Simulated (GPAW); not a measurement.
# MgB2 (P6/mmm) in GPAW: notebook

Aim: see how the results for MgB2 move with the level of theory and the settings. Levels: PBE+D4, revPBE+D3(BJ), revPBE+D4. Tasks: relaxation of cell and atoms.

Everything below comes from runs of GPAW 26.7.0. Logs are shortened: lines on timing, memory, paths and dates and some standing lists are left out, and cuts for length are marked. The log counts tension as positive stress, the text compression.

## (1) Starting point

Symmetry: P6/mmm, No. 191, hexagonal system. Conventional cell: a = 3.085 Å, b = 3.085 Å, c = 3.523 Å, α = 90.00°, β = 90.00°, γ = 120.00°. Mg (site symmetry 6/mmm) is surrounded by 12 B at 2.51 Å. B (site symmetry -6m2) is surrounded by 3 B at 1.78 Å.

## (2) Relaxation of cell and atoms, PBE+D4

Contents of run.py:

```python
from ase.calculators.mixing import SumCalculator
from ase.filters import FrechetCellFilter
from ase.io import read, write
from ase.optimize import BFGS
from dftd4.ase import DFTD4
from gpaw import GPAW, PW

atoms = read('POSCAR')

calc = GPAW(mode=PW(800),
            xc='PBE',
            kpts={'size': (10, 10, 8), 'gamma': True},
            occupations={'name': 'fermi-dirac', 'width': 0.05},
            nbands=17,
            convergence={'density': 1e-05, 'forces': 0.0001},
            maxiter=150,
            txt='gpaw.txt')
atoms.calc = SumCalculator([calc, DFTD4(method='pbe')])
opt = BFGS(FrechetCellFilter(atoms), trajectory='relax.traj', logfile='-')
done = opt.run(fmax=0.05, steps=40)
calc.write('gs.gpw')
write('result.traj', atoms)
print('Converged:', done)
print('Cell:', atoms.cell.cellpar().round(4))
print('Volume:', round(atoms.get_volume(), 4))
print(atoms.get_scaled_positions().round(5))
```

Contents of POSCAR:

```
MgB2
1.0
    3.0850000000      0.0000000000      0.0000000000
   -1.5425000000      2.6716883707      0.0000000000
    0.0000000000      0.0000000000      3.5230000000
Mg B
1 2
Direct
    0.0000000000      0.0000000000      0.0000000000
    0.6666666667      0.3333333333      0.5000000000
    0.3333333333      0.6666666667      0.5000000000
```

Potentials or basis: GPAW PAW data sets (gpaw-data 1.2.1), pw.

Command:

```
$ OMP_NUM_THREADS=1 python run.py
```

gpaw.txt:

```text
__  _  _
 | _ |_)|_||  |
 |__||  | ||/\| - 26.7.0

Input parameters:
  mode=PW(ecut=800.0),
  convergence={'density': 1e-05, 'forces': 0.0001},
  kpts=MonkhorstPack(size=(10, 10, 8), gamma=True),
  maxiter=150,
  nbands=17,
  occupations=Occupations(name='fermi-dirac', width=0.05),
  xc=XC(name='PBE')

Diagonalizing LCAO Hamiltonian
Converting LCAO to pw mode

         B  B

       Mg

Atoms  # Å, Bohr magnetons
|   | symbol |         x |        y |        z |    initial magnetic moments |
|---|--------|-----------|----------|----------|-----------------------------|
| 0 |     Mg |  0.000000 | 0.000000 | 0.000000 | ( 0.0000,  0.0000,  0.0000) |
| 1 |      B |  1.542500 | 0.890563 | 1.761500 | ( 0.0000,  0.0000,  0.0000) |
| 2 |      B | -0.000000 | 1.781126 | 1.761500 | ( 0.0000,  0.0000,  0.0000) |

Unit cell  # Å
| periodic |         x |        y |        z |  lengths |     angles |
|----------|-----------|----------|----------|----------|------------|
|      yes |  3.085000 | 0.000000 | 0.000000 | 3.085000 |  90.000000 |
|      yes | -1.542500 | 2.671688 | 0.000000 | 3.085000 |  90.000000 |
|      yes |  0.000000 | 0.000000 | 3.523000 | 3.523000 | 120.000000 |

Number of symmetries: 24
Symmetry operations  # r_c * U_cc + t_c -> r_c
|    | kind |            matrix            |
|----|------|------------------------------|
|  0 |  σ   |  1, 1, 0,  0,-1, 0,  0, 0, 1 |
|  1 |  C2  |  1, 1, 0,  0,-1, 0,  0, 0,-1 |
|  2 |  C6  |  1, 1, 0, -1, 0, 0,  0, 0, 1 |
|  3 |  S6  |  1, 1, 0, -1, 0, 0,  0, 0,-1 |
|  4 |  E   |  1, 0, 0,  0, 1, 0,  0, 0, 1 |
|  5 |  σ   |  1, 0, 0,  0, 1, 0,  0, 0,-1 |
|  6 |  σ   |  1, 0, 0, -1,-1, 0,  0, 0, 1 |
|  7 |  C2  |  1, 0, 0, -1,-1, 0,  0, 0,-1 |
|  8 |  σ   |  0, 1, 0,  1, 0, 0,  0, 0, 1 |
|  9 |  C2  |  0, 1, 0,  1, 0, 0,  0, 0,-1 |
| 10 |  C3  |  0, 1, 0, -1,-1, 0,  0, 0, 1 |
| 11 |  S3  |  0, 1, 0, -1,-1, 0,  0, 0,-1 |
| 12 |  C6  |  0,-1, 0,  1, 1, 0,  0, 0, 1 |
| 13 |  S6  |  0,-1, 0,  1, 1, 0,  0, 0,-1 |
| 14 |  σ   |  0,-1, 0, -1, 0, 0,  0, 0, 1 |
| 15 |  C2  |  0,-1, 0, -1, 0, 0,  0, 0,-1 |
| 16 |  σ   | -1, 0, 0,  1, 1, 0,  0, 0, 1 |
| 17 |  C2  | -1, 0, 0,  1, 1, 0,  0, 0,-1 |
| 18 |  C2  | -1, 0, 0,  0,-1, 0,  0, 0, 1 |
| 19 |  i   | -1, 0, 0,  0,-1, 0,  0, 0,-1 |
| 20 |  C3  | -1,-1, 0,  1, 0, 0,  0, 0, 1 |
| 21 |  S3  | -1,-1, 0,  1, 0, 0,  0, 0,-1 |
| 22 |  σ   | -1,-1, 0,  0, 1, 0,  0, 0, 1 |
| 23 |  C2  | -1,-1, 0,  0, 1, 0,  0, 0,-1 |
[... 166 lines left out ...]
| band index |      eig [eV] | occ [0-2] |
|------------|---------------|-----------|
|          0 |       -68.091 |     2.000 |
|          1 |       -34.864 |     2.000 |
|          2 |       -34.864 |     2.000 |
|          3 |       -34.848 |     2.000 |
|          4 |        -5.196 |     2.000 |
|          5 |         4.280 |     2.000 |
|          6 |         7.576 |     0.003 |
|          7 |         7.576 |     0.003 |
|          8 |         8.866 |     0.000 |
|          9 |        13.515 |     0.000 |
|         10 |        13.515 |     0.000 |
|         11 |        15.280 |     0.000 |
|         12 |        17.141 |     0.000 |
|         13 |        19.902 |     0.000 |
|        ... |               |           |
|         16 |        26.287 |     0.000 |

No gap
No difference between direct/indirect transitions

Stress tensor  # eV/Ang^3
|         x |         y |        z |
|-----------|-----------|----------|
|  0.007174 | -0.000000 | 0.000000 |
| -0.000000 |  0.007174 | 0.000000 |
|  0.000000 |  0.000000 | 0.007507 |

Forces  # eV/Ang
|       x |        y |       z |
|---------|----------|---------|
| 0.00000 |  0.00000 | 0.00000 |  # Mg   0
| 0.00000 |  0.00000 | 0.00000 |  # B    1
| 0.00000 | -0.00000 | 0.00000 |  # B    2

Diagonalizing LCAO Hamiltonian
Converting LCAO to pw mode

         B  B

       Mg

Atoms  # Å, Bohr magnetons
|   | symbol |         x |        y |        z |    initial magnetic moments |
|---|--------|-----------|----------|----------|-----------------------------|
| 0 |     Mg | -0.000000 | 0.000000 | 0.000000 | ( 0.0000,  0.0000,  0.0000) |
| 1 |      B |  1.540375 | 0.889336 | 1.758581 | ( 0.0000,  0.0000,  0.0000) |
| 2 |      B |  0.000000 | 1.778672 | 1.758581 | ( 0.0000,  0.0000,  0.0000) |

Unit cell  # Å
| periodic |         x |        y |        z |  lengths |     angles |
|----------|-----------|----------|----------|----------|------------|
|      yes |  3.080750 | 0.000000 | 0.000000 | 3.080750 |  90.000000 |
|      yes | -1.540375 | 2.668008 | 0.000000 | 3.080750 |  90.000000 |
|      yes |  0.000000 | 0.000000 | 3.517162 | 3.517162 | 119.999992 |

Number of symmetries: 8
Symmetry operations  # r_c * U_cc + t_c -> r_c
|   | kind |            matrix            |
|---|------|------------------------------|
| 0 |  E   |  1, 0, 0,  0, 1, 0,  0, 0, 1 |
| 1 |  σ   |  1, 0, 0,  0, 1, 0,  0, 0,-1 |
| 2 |  σ   |  0, 1, 0,  1, 0, 0,  0, 0, 1 |
| 3 |  C2  |  0, 1, 0,  1, 0, 0,  0, 0,-1 |
| 4 |  σ   |  0,-1, 0, -1, 0, 0,  0, 0, 1 |
| 5 |  C2  |  0,-1, 0, -1, 0, 0,  0, 0,-1 |
| 6 |  C2  | -1, 0, 0,  0,-1, 0,  0, 0, 1 |
| 7 |  i   | -1, 0, 0,  0,-1, 0,  0, 0,-1 |

BZ-sampling:
  Number of BZ points: 800
  Number of IBZ points: 155
[... 162 lines left out ...]
| band index |      eig [eV] | occ [0-2] |
|------------|---------------|-----------|
|          0 |       -68.039 |     2.000 |
|          1 |       -34.812 |     2.000 |
|          2 |       -34.812 |     2.000 |
|          3 |       -34.796 |     2.000 |
|          4 |        -5.182 |     2.000 |
|          5 |         4.313 |     2.000 |
|          6 |         7.617 |     0.003 |
|          7 |         7.617 |     0.003 |
|          8 |         8.922 |     0.000 |
|          9 |        13.571 |     0.000 |
|         10 |        13.571 |     0.000 |
|         11 |        15.363 |     0.000 |
|         12 |        17.218 |     0.000 |
|         13 |        19.986 |     0.000 |
|        ... |               |           |
|         16 |        26.404 |     0.000 |

No gap
No difference between direct/indirect transitions

Stress tensor  # eV/Ang^3
|        x |        y |        z |
|----------|----------|----------|
| 0.002707 | 0.000000 | 0.000000 |
| 0.000000 | 0.002707 | 0.000000 |
| 0.000000 | 0.000000 | 0.004243 |

Forces  # eV/Ang
|        x |        y |       z |
|----------|----------|---------|
|  0.00000 | -0.00000 | 0.00000 |  # Mg   0
|  0.00001 | -0.00001 | 0.00000 |  # B    1
| -0.00001 |  0.00001 | 0.00000 |  # B    2

Interpolating wave functions to new cell

         B  B

       Mg

Atoms  # Å, Bohr magnetons
|   | symbol |         x |        y |         z |    initial magnetic moments |
|---|--------|-----------|----------|-----------|-----------------------------|
| 0 |     Mg |  0.000000 | 0.000000 | -0.000000 | ( 0.0000,  0.0000,  0.0000) |
| 1 |      B |  1.525398 | 0.880688 |  1.736625 | ( 0.0000,  0.0000,  0.0000) |
| 2 |      B | -0.000000 | 1.761378 |  1.736625 | ( 0.0000,  0.0000,  0.0000) |

Unit cell  # Å
| periodic |         x |         y |         z |  lengths |     angles |
|----------|-----------|-----------|-----------|----------|------------|
|      yes |  3.050792 |  0.000002 | -0.000000 | 3.050792 |  90.000000 |
|      yes | -1.525395 |  2.642065 |  0.000000 | 3.050792 |  90.000000 |
|      yes | -0.000000 | -0.000000 |  3.473250 | 3.473250 | 119.999937 |

Number of symmetries: 8
Symmetry operations  # r_c * U_cc + t_c -> r_c
|   | kind |            matrix            |
|---|------|------------------------------|
| 0 |  E   |  1, 0, 0,  0, 1, 0,  0, 0, 1 |
| 1 |  σ   |  1, 0, 0,  0, 1, 0,  0, 0,-1 |
| 2 |  σ   |  0, 1, 0,  1, 0, 0,  0, 0, 1 |
| 3 |  C2  |  0, 1, 0,  1, 0, 0,  0, 0,-1 |
| 4 |  σ   |  0,-1, 0, -1, 0, 0,  0, 0, 1 |
| 5 |  C2  |  0,-1, 0, -1, 0, 0,  0, 0,-1 |
| 6 |  C2  | -1, 0, 0,  0,-1, 0,  0, 0, 1 |
| 7 |  i   | -1, 0, 0,  0,-1, 0,  0, 0,-1 |

BZ-sampling:
  Number of BZ points: 800
  Number of IBZ points: 155
[... 189 lines left out ...]
Forces  # eV/Ang
|        x |        y |       z |
|----------|----------|---------|
|  0.00000 |  0.00000 | 0.00000 |  # Mg   0
|  0.00000 | -0.00000 | 0.00000 |  # B    1
| -0.00000 |  0.00000 | 0.00000 |  # B    2

Interpolating wave functions to new cell

         B  B

       Mg

Atoms  # Å, Bohr magnetons
|   | symbol |         x |        y |         z |    initial magnetic moments |
|---|--------|-----------|----------|-----------|-----------------------------|
| 0 |     Mg |  0.000000 | 0.000000 | -0.000000 | ( 0.0000,  0.0000,  0.0000) |
| 1 |      B |  1.526028 | 0.881052 |  1.736211 | ( 0.0000,  0.0000,  0.0000) |
| 2 |      B | -0.000000 | 1.762105 |  1.736211 | ( 0.0000,  0.0000,  0.0000) |

Unit cell  # Å
| periodic |         x |         y |         z |  lengths |     angles |
|----------|-----------|-----------|-----------|----------|------------|
|      yes |  3.052052 |  0.000002 | -0.000000 | 3.052052 |  90.000000 |
|      yes | -1.526024 |  2.643155 | -0.000000 | 3.052052 |  90.000000 |
|      yes | -0.000000 | -0.000000 |  3.472422 | 3.472422 | 119.999934 |

Number of symmetries: 8
Symmetry operations  # r_c * U_cc + t_c -> r_c
|   | kind |            matrix            |
|---|------|------------------------------|
| 0 |  E   |  1, 0, 0,  0, 1, 0,  0, 0, 1 |
| 1 |  σ   |  1, 0, 0,  0, 1, 0,  0, 0,-1 |
| 2 |  σ   |  0, 1, 0,  1, 0, 0,  0, 0, 1 |
| 3 |  C2  |  0, 1, 0,  1, 0, 0,  0, 0,-1 |
| 4 |  σ   |  0,-1, 0, -1, 0, 0,  0, 0, 1 |
| 5 |  C2  |  0,-1, 0, -1, 0, 0,  0, 0,-1 |
| 6 |  C2  | -1, 0, 0,  0,-1, 0,  0, 0, 1 |
| 7 |  i   | -1, 0, 0,  0,-1, 0,  0, 0,-1 |

BZ-sampling:
  Number of BZ points: 800
  Number of IBZ points: 155
[... 196 lines left out ...]
         B  B

       Mg

Atoms  # Å, Bohr magnetons
|   | symbol |         x |        y |        z |    initial magnetic moments |
|---|--------|-----------|----------|----------|-----------------------------|
| 0 |     Mg |  0.000000 | 0.000000 | 0.000000 | ( 0.0000,  0.0000,  0.0000) |
| 1 |      B |  1.530294 | 0.883515 | 1.728049 | ( 0.0000,  0.0000,  0.0000) |
| 2 |      B | -0.000000 | 1.767031 | 1.728049 | ( 0.0000,  0.0000,  0.0000) |

Unit cell  # Å
| periodic |         x |        y |         z |  lengths |     angles |
|----------|-----------|----------|-----------|----------|------------|
|      yes |  3.060583 | 0.000003 | -0.000000 | 3.060583 |  90.000000 |
|      yes | -1.530289 | 2.650544 | -0.000000 | 3.060583 |  90.000000 |
|      yes | -0.000000 | 0.000000 |  3.456098 | 3.456098 | 119.999892 |

Number of symmetries: 8
Symmetry operations  # r_c * U_cc + t_c -> r_c
|   | kind |            matrix            |
|---|------|------------------------------|
| 0 |  E   |  1, 0, 0,  0, 1, 0,  0, 0, 1 |
| 1 |  σ   |  1, 0, 0,  0, 1, 0,  0, 0,-1 |
| 2 |  σ   |  0, 1, 0,  1, 0, 0,  0, 0, 1 |
| 3 |  C2  |  0, 1, 0,  1, 0, 0,  0, 0,-1 |
| 4 |  σ   |  0,-1, 0, -1, 0, 0,  0, 0, 1 |
| 5 |  C2  |  0,-1, 0, -1, 0, 0,  0, 0,-1 |
| 6 |  C2  | -1, 0, 0,  0,-1, 0,  0, 0, 1 |
| 7 |  i   | -1, 0, 0,  0,-1, 0,  0, 0,-1 |

BZ-sampling:
  Number of BZ points: 800
  Number of IBZ points: 155
[... 182 lines left out ...]
Stress tensor  # eV/Ang^3
|         x |         y |         z |
|-----------|-----------|-----------|
| -0.023209 |  0.000002 |  0.000000 |
|  0.000002 | -0.023207 | -0.000000 |
|  0.000000 | -0.000000 | -0.027242 |

Forces  # eV/Ang
|        x |        y |       z |
|----------|----------|---------|
|  0.00000 |  0.00000 | 0.00000 |  # Mg   0
| -0.00001 |  0.00000 | 0.00000 |  # B    1
|  0.00001 | -0.00000 | 0.00000 |  # B    2

# Writing to gs.gpw (mode='')
```

Run time: 4 min. Hardware: 1 thread of Intel Xeon at 2.70GHz, shared host; peak memory 0.37 GiB.

Results:

```
Free energy                            : -16.0943 eV
Relaxed volume                         : 9.35 Å³/atom
Relaxed cell                           : a = 3.061 Å, b = 3.061 Å, c = 3.456 Å, α = 90.00°, β = 90.00°, γ = 120.00°
Space group after relaxing (to 0.05 Å) : P6/mmm (No. 191)
Energy gained by relaxing              : 5.7 meV/atom
Ionic steps                            : 5
Pressure after relaxing                : -0.3 GPa
Band gap on the k mesh                 : none (metal or under the smearing width)
Dispersion energy per atom             : -0.225 eV
```

Step by step:
| step | energy change (eV) | largest force (eV/Å) | pressure (GPa) | volume (Å³) |
| --- | --- | --- | --- | --- |
| 1 | 0.0000 | 0.0000 | -5.12 | 29.04 |
| 2 | -0.0037 | 0.0000 | -4.50 | 28.91 |
| 3 | -0.0155 | 0.0000 | 0.26 | 28.00 |
| 4 | -0.0157 | 0.0000 | 0.13 | 28.01 |
| 5 | -0.0172 | 0.0000 | -0.33 | 28.04 |

Final structure:
```
Mg B
1.0
     3.06058    0.00000    0.00000
    -1.53029    2.65054    0.00000
     0.00000    0.00000    3.45610
Mg B
1 2
Direct
  0.00000 0.00000 0.00000
  0.66667 0.33333 0.50000
  0.33333 0.66667 0.50000
```

Caveat: later steps reuse the first step's grids; pairwise dispersion overbinds metals, which lowers pressure and volume.

[end of part 1 of 2]
